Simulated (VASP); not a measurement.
# CdS (Hawleyite) (F-43m) in VASP: further runs

The runs below take CdS (Hawleyite) through single point, with r2SCAN+D3(BJ), PBE.

Everything below comes from runs of VASP 6.6.1. Logs are shortened: lines on timing, memory, paths and dates and some standing lists are left out, and cuts for length are marked.

### Step 1. The crystal as given

The structure is cubic, space group F-43m (No. 216). The conventional cell has a = 5.833 Å, b = 5.833 Å, c = 5.833 Å, α = 90.00°, β = 90.00°, γ = 90.00°. Cd (site symmetry -43m) has 4 S at 2.53 Å as nearest neighbours. S (site symmetry -43m) is surrounded by 4 Cd at 2.53 Å.

### Step 2. Single point, r2SCAN+D3(BJ), spin-orbit coupling, no magnetisation

INCAR reads:

```
PREC = Accurate
ENCUT = 520
EDIFF = 1E-7
ISMEAR = -1
SIGMA = 0.1
LREAL = False
LASPH = True
NELM = 80
ALGO = Normal
ISIF = 2
LWAVE = False
LCHARG = False
MAGMOM = 0 0 0 0 0 0
LORBIT = 11
LSORBIT = True
GGA_COMPAT = False
METAGGA = R2SCAN
LMIXTAU = True
IVDW = 12
VDW_S6 = 1.0
VDW_S8 = 0.78981345
VDW_A1 = 0.49484001
VDW_A2 = 5.73083694
```

KPOINTS reads:

```
regular mesh
0
Gamma
  6 6 6
```

POSCAR reads:

```
CdS
4.1246
    0.000000000000      0.707098870193      0.707098870193
    0.707098870193      0.000000000000      0.707098870193
    0.707098870193      0.707098870193      0.000000000000
Cd S
1 1
Direct
    0.0000000000      0.0000000000      0.0000000000
    0.7500000000      0.7500000000      0.7500000000
```

Potentials or basis: VASP PAW PBE potentials, release 64 (Cd, S).

Started as:

```console
$ cat potpaw_PBE.64/Cd/POTCAR potpaw_PBE.64/S/POTCAR > POTCAR
$ mpirun -np 1 vasp_ncl > vasp.out
```

OUTCAR:

```text
PREC = Accurate
   ENCUT = 520
   EDIFF = 1E-7
   ISMEAR = -1
   LREAL = False
   LASPH = True
   NELM = 80
   ISIF = 2
   LORBIT = 11
   LSORBIT = True
   METAGGA = R2SCAN
   IVDW = 12
 IVDW          = 12

 ion  position               nearest neighbor table
   1  0.000  0.000  0.000-   2 2.53   2 2.53   2 2.53   2 2.53
   2  0.750  0.750  0.750-   1 2.53   1 2.53   1 2.53   1 2.53

  LATTYP: Found a face centered cubic cell.
 ALAT       =     5.8330000000

  Lattice vectors:

 A1 = (   0.0000000000,   2.9165000000,   2.9165000000)
 A2 = (   2.9165000000,   0.0000000000,   2.9165000000)
 A3 = (   2.9165000000,   2.9165000000,   0.0000000000)

Analysis of symmetry for initial positions (statically):
=====================================================================
 Subroutine PRICEL returns:
 Original cell was already a primitive cell.

 Routine SETGRP: Setting up the symmetry group for a
 face centered cubic supercell.

 Subroutine GETGRP returns: Found 24 space group operations
 (whereof 24 operations were pure point group operations)
 out of a pool of 48 trial point group operations.

The static configuration has the point symmetry T_d .

Analysis of symmetry for dynamics (positions and initial velocities):
=====================================================================
 Subroutine PRICEL returns:
 Original cell was already a primitive cell.

 Routine SETGRP: Setting up the symmetry group for a
 face centered cubic supercell.

 Subroutine GETGRP returns: Found 24 space group operations
 (whereof 24 operations were pure point group operations)
 out of a pool of 48 trial point group operations.

The dynamic configuration has the point symmetry T_d .

Analysis of structural, dynamic, and magnetic symmetry:
=====================================================================
 Subroutine PRICEL returns:
 Original cell was already a primitive cell.

 Routine SETGRP: Setting up the symmetry group for a
 face centered cubic supercell.

 Subroutine GETGRP returns: Found 24 space group operations
 (whereof 24 operations were pure point group operations)
 out of a pool of 48 trial point group operations.

The overall configuration has the point symmetry T_d .

 Subroutine INISYM returns: Found 24 space group operations
 (whereof 24 operations are pure point group operations),
 and found     1 'primitive' translations

----------------------------------------------------------------------------------------

                                     Primitive cell

  volume of cell :      49.6153

  direct lattice vectors                    reciprocal lattice vectors
     0.000000000  2.916500000  2.916500000    -0.171438368  0.171438368  0.171438368
     2.916500000  0.000000000  2.916500000     0.171438368 -0.171438368  0.171438368
     2.916500000  2.916500000  0.000000000     0.171438368  0.171438368 -0.171438368

  length of vectors
     4.124553855  4.124553855  4.124553855     0.296939964  0.296939964  0.296939964

  position of ions in fractional coordinates (direct lattice)
     0.000000000  0.000000000  0.000000000
     0.750000000  0.750000000  0.750000000

  ion indices of the primitive-cell ions
   primitive index   ion index
                 1           1
                 2           2

----------------------------------------------------------------------------------------

 KPOINTS: regular mesh

Automatic generation of k-mesh.
 Grid dimensions read from file:
 generate k-points for:    6    6    6

 Generating k-lattice:

  Cartesian coordinates                     Fractional coordinates (reciprocal lattice)
    -0.028573061  0.028573061  0.028573061     0.166666667  0.000000000  0.000000000
     0.028573061 -0.028573061  0.028573061     0.000000000  0.166666667  0.000000000
     0.028573061  0.028573061 -0.028573061     0.000000000  0.000000000  0.166666667

  Length of vectors
     0.049489994  0.049489994  0.049489994
[... 73 lines left out ...]
  Fermi-wavevector in a.u.,A,eV,Ry     =   1.167599  2.206442 18.548649  1.363287
  Thomas-Fermi vector in A             =   2.304097
   LORBIT       =     11    0 simple, 1 ext, 2 COOP (PROOUT), +10 PAW based schemes
   METAGGA = R2SCAN    functional components
   LHFCALC =     F    Hartree Fock is set to
   AEXX    =    0.0000 exact exchange contribution
   IVDW    =    12    specifies the selected vdW correction
   LEPSILON=     F    determine dielectric tensor
   LRPA    =     F    only Hartree local field effects (RPA)
  energy-cutoff  :      520.00
  volume of cell :       49.62
 maximum number of plane-waves:      2726
 NGX is ok and might be reduce to    32
   NGX = 15   NGY = 15   NGZ = 15

 number of electron      18.0000004 magnetization      -0.0000000     -0.0000000     -0.0000000

 number of electron      18.0000004 magnetization       0.0000000     -0.0000000     -0.0000000

 number of electron      18.0000004 magnetization       0.0000000      0.0000000      0.0000000

 number of electron      18.0000004 magnetization       0.0000000      0.0000000     -0.0000000

 Free energy of the ion-electron system (eV)
  ---------------------------------------------------
  ext. energy  EPLUGINS =         0.00000000
  ---------------------------------------------------
  free energy    TOTEN  =       -29.70476288 eV

  energy without entropy =      -29.70474828  energy(sigma->0) =      -29.70475558

 E-fermi :   1.9340     XC(G=0):  -9.7340

 val. band max:        1.0653405387   @ k =   0.0000   0.0000   0.0000
 cond. band min:       2.6434009157   @ k =   0.0000   0.0000   0.0000
 fundamental gap:      1.5780603769
 Fermi energy:         1.9340164222

 k-point     1 :       0.0000    0.0000    0.0000
  band No.  band energies     occupation
      1     -11.8254      1.00000
      2     -11.8254      1.00000
      3      -7.1762      1.00000
      4      -7.1762      1.00000
      5      -7.1762      1.00000
      6      -7.1762      1.00000
[... 627 lines left out ...]
     25       9.9196      0.00000
     26       9.9286      0.00000

------------------------ aborting loop because EDIFF is reached ----------------------------------------

 Edisp (eV)   -0.29622

 E8    (eV) :    -0.0939

  FORCE on cell =-STRESS in cart. coord.  units (eV):
  Direction    XX          YY          ZZ          XY          YZ          ZX
  --------------------------------------------------------------------------------------
  -------------------------------------------------------------------------------------
  Total       0.24916     0.24916     0.24916    -0.00000    -0.00000     0.00000
  in kB       8.04584     8.04584     8.04584    -0.00000    -0.00000     0.00000
  external pressure =        8.05 kB  Pullay stress =        0.00 kB

 VOLUME and BASIS-vectors are now :
 -----------------------------------------------------------------------------
  energy-cutoff  :      520.00
  volume of cell :       49.62
      direct lattice vectors                 reciprocal lattice vectors
     0.000000000  2.916500000  2.916500000    -0.171438368  0.171438368  0.171438368
     2.916500000  0.000000000  2.916500000     0.171438368 -0.171438368  0.171438368
     2.916500000  2.916500000  0.000000000     0.171438368  0.171438368 -0.171438368

 POSITION                                       TOTAL-FORCE (eV/Angst)
 -----------------------------------------------------------------------------------
      0.00000      0.00000      0.00000         0.000000      0.000000      0.000000
      4.37475      4.37475      4.37475        -0.000000     -0.000000     -0.000000
 -----------------------------------------------------------------------------------
    total drift:                               -0.000000     -0.000000     -0.000000

  FREE ENERGIE OF THE ION-ELECTRON SYSTEM (eV)
  ---------------------------------------------------
  free  energy   TOTEN  =       -30.0009831511 eV

  energy  without entropy=      -30.0009685549  energy(sigma->0) =      -30.00097585

 Spin-Orbit-Coupling matrix elements

 Ion:    1  E_soc:     -0.0545098
 l=   1
     0.0000000    -0.0022592    -0.0022592
    -0.0022592     0.0000000    -0.0022592
    -0.0022592    -0.0022592     0.0000000
 l=   2
     0.0000000    -0.0013957     0.0000000    -0.0013957    -0.0054301
    -0.0013957     0.0000000    -0.0040726    -0.0013957    -0.0013575
     0.0000000    -0.0040726     0.0000000    -0.0040726     0.0000000
    -0.0013957    -0.0013957    -0.0040726     0.0000000    -0.0013575
    -0.0054301    -0.0013575     0.0000000    -0.0013575     0.0000000
 l=   3
     0.0000000     0.0000000     0.0000000     0.0000000     0.0000000     0.0000000     0.0000000
     0.0000000     0.0000000     0.0000000     0.0000000     0.0000000     0.0000000     0.0000000
     0.0000000     0.0000000     0.0000000     0.0000000     0.0000000     0.0000000     0.0000000
     0.0000000     0.0000000     0.0000000     0.0000000     0.0000000     0.0000000     0.0000000
     0.0000000     0.0000000     0.0000000     0.0000000     0.0000000     0.0000000     0.0000000
     0.0000000     0.0000000     0.0000000     0.0000000     0.0000000     0.0000000     0.0000000
     0.0000000     0.0000000     0.0000000     0.0000000     0.0000000     0.0000000     0.0000000

 Ion:    2  E_soc:     -0.0019512
 l=   1
     0.0000000    -0.0003252    -0.0003252
    -0.0003252     0.0000000    -0.0003252
    -0.0003252    -0.0003252     0.0000000
 l=   2
     0.0000000     0.0000000     0.0000000     0.0000000     0.0000000
     0.0000000     0.0000000     0.0000000     0.0000000     0.0000000
     0.0000000     0.0000000     0.0000000     0.0000000     0.0000000
     0.0000000     0.0000000     0.0000000     0.0000000     0.0000000
     0.0000000     0.0000000     0.0000000     0.0000000     0.0000000
 l=   3
     0.0000000     0.0000000     0.0000000     0.0000000     0.0000000     0.0000000     0.0000000
     0.0000000     0.0000000     0.0000000     0.0000000     0.0000000     0.0000000     0.0000000
     0.0000000     0.0000000     0.0000000     0.0000000     0.0000000     0.0000000     0.0000000
     0.0000000     0.0000000     0.0000000     0.0000000     0.0000000     0.0000000     0.0000000
     0.0000000     0.0000000     0.0000000     0.0000000     0.0000000     0.0000000     0.0000000
     0.0000000     0.0000000     0.0000000     0.0000000     0.0000000     0.0000000     0.0000000
     0.0000000     0.0000000     0.0000000     0.0000000     0.0000000     0.0000000     0.0000000

 total charge

# of ion       s       p       d       tot
------------------------------------------
    1        0.406   0.322   9.582  10.310
    2        1.310   2.434   0.000   3.744
--------------------------------------------------
tot          1.717   2.756   9.582  14.054

 magnetization (x)

# of ion       s       p       d       tot
------------------------------------------
    1       -0.000   0.000  -0.000   0.000
    2       -0.000   0.000   0.000   0.000
--------------------------------------------------
tot         -0.000   0.000  -0.000   0.000

 magnetization (y)

# of ion       s       p       d       tot
------------------------------------------
    1       -0.000   0.000   0.000  -0.000
    2       -0.000   0.000   0.000   0.000
--------------------------------------------------
tot         -0.000   0.000   0.000   0.000

 magnetization (z)

# of ion       s       p       d       tot
------------------------------------------
    1       -0.000   0.000   0.000   0.000
    2       -0.000   0.000   0.000   0.000
--------------------------------------------------
tot         -0.000   0.000   0.000   0.000
```

Run time: 3.6 min. Hardware: 1 thread of Intel Xeon Platinum 8488C (Sapphire Rapids), shared host; peak memory 0.38 GiB.

What came out:

- Free energy: -30.0010 eV
- Pressure: 0.8 GPa
- Valence electrons inside the program's atomic spheres: Cd 10.31; S 3.74
- Dispersion energy per atom: -0.148 eV

Caveat: the PAW data sets were made with another functional, which shifts forces and pressure a little.

### Step 3. Single point, PBE (grid = ENCUT=400 dk=0.35 cell=3x3x3 ISMEAR=0 SIGMA=0.05 LREAL=Auto EDIFF=1e-06)

INCAR reads:

```
PREC = Accurate
ENCUT = 400
EDIFF = 1E-6
ISMEAR = 0
SIGMA = 0.05
LREAL = Auto
LASPH = T
NELM = 120
ALGO = Fast
ISIF = 2
LWAVE = F
LCHARG = F
GGA = PE
NBANDS = 261
```

KPOINTS reads:

```
regular mesh
0
Gamma
  2 2 2
```

POSCAR reads:

```
CdS
1.0
    0.0000000000      8.7495000000      8.7495000000
    8.7495000000      0.0000000000      8.7495000000
    8.7495000000      8.7495000000      0.0000000000
S Cd
27 27
Direct
    0.0000000000      0.0000000000      0.0000000000
    0.2500000000      0.2500000000      0.2500000000
    0.2500000000      0.2500000000      0.5833333333
    0.2500000000      0.2500000000      0.9166666667
    0.2500000000      0.5833333333      0.2500000000
    0.2500000000      0.5833333333      0.5833333333
    0.2500000000      0.5833333333      0.9166666667
    0.2500000000      0.9166666667      0.2500000000
    0.2500000000      0.9166666667      0.5833333333
    0.2500000000      0.9166666667      0.9166666667
    0.5833333333      0.2500000000      0.2500000000
    0.5833333333      0.2500000000      0.5833333333
    0.5833333333      0.2500000000      0.9166666667
    0.5833333333      0.5833333333      0.2500000000
    0.5833333333      0.5833333333      0.5833333333
    0.5833333333      0.5833333333      0.9166666667
    0.5833333333      0.9166666667      0.2500000000
    0.5833333333      0.9166666667      0.5833333333
    0.5833333333      0.9166666667      0.9166666667
    0.9166666667      0.2500000000      0.2500000000
    0.9166666667      0.2500000000      0.5833333333
    0.9166666667      0.2500000000      0.9166666667
    0.9166666667      0.5833333333      0.2500000000
    0.9166666667      0.5833333333      0.5833333333
    0.9166666667      0.5833333333      0.9166666667
    0.9166666667      0.9166666667      0.5833333333
    0.9166666667      0.9166666667      0.9166666667
    0.0000000000      0.0000000000      0.3333333333
    0.0000000000      0.0000000000      0.6666666667
    0.0000000000      0.3333333333      0.0000000000
    0.0000000000      0.3333333333      0.3333333333
    0.0000000000      0.3333333333      0.6666666667
    0.0000000000      0.6666666667      0.0000000000
    0.0000000000      0.6666666667      0.3333333333
    0.0000000000      0.6666666667      0.6666666667
    0.3333333333      0.0000000000      0.0000000000
    0.3333333333      0.0000000000      0.3333333333
    0.3333333333      0.0000000000      0.6666666667
    0.3333333333      0.3333333333      0.0000000000
    0.3333333333      0.3333333333      0.3333333333
    0.3333333333      0.3333333333      0.6666666667
    0.3333333333      0.6666666667      0.0000000000
    0.3333333333      0.6666666667      0.3333333333
    0.3333333333      0.6666666667      0.6666666667
    0.6666666667      0.0000000000      0.0000000000
    0.6666666667      0.0000000000      0.3333333333
    0.6666666667      0.0000000000      0.6666666667
    0.6666666667      0.3333333333      0.0000000000
    0.6666666667      0.3333333333      0.3333333333
    0.6666666667      0.3333333333      0.6666666667
    0.6666666667      0.6666666667      0.0000000000
    0.6666666667      0.6666666667      0.3333333333
    0.6666666667      0.6666666667      0.6666666667
    0.9166666667      0.9166666667      0.2500000000
```

Potentials or basis: VASP PAW PBE potentials, release 64 (S, Cd).

Started as:

```console
$ cat potpaw_PBE.64/S/POTCAR potpaw_PBE.64/Cd/POTCAR > POTCAR
$ mpirun -np 1 vasp_std > vasp.out
```

It took 24 min on 1 thread of Intel Xeon 6975P-C (Granite Rapids), shared host; peak memory 1.5 GiB.

These settings aren't checked as converged: the numbers below hold their error.

Results:

* Free energy: -158.4422 eV
* Pressure: 3.4 GPa
* Largest force: 2.113 eV/Å
* Band gap on the k mesh: none (metal or under the smearing width)

### Step 4. The reference run

An earlier run on the cell as given: functional PBE; potentials or basis VASP PAW PBE potentials, release 64 (Cd, S); cutoff 520 eV; k mesh 8 × 8 × 8; occupations fermi-dirac, width 0.05 eV; no spin polarisation.

* Pressure: 3.2 GPa
* Band gap on the k mesh: 1.15 eV, direct
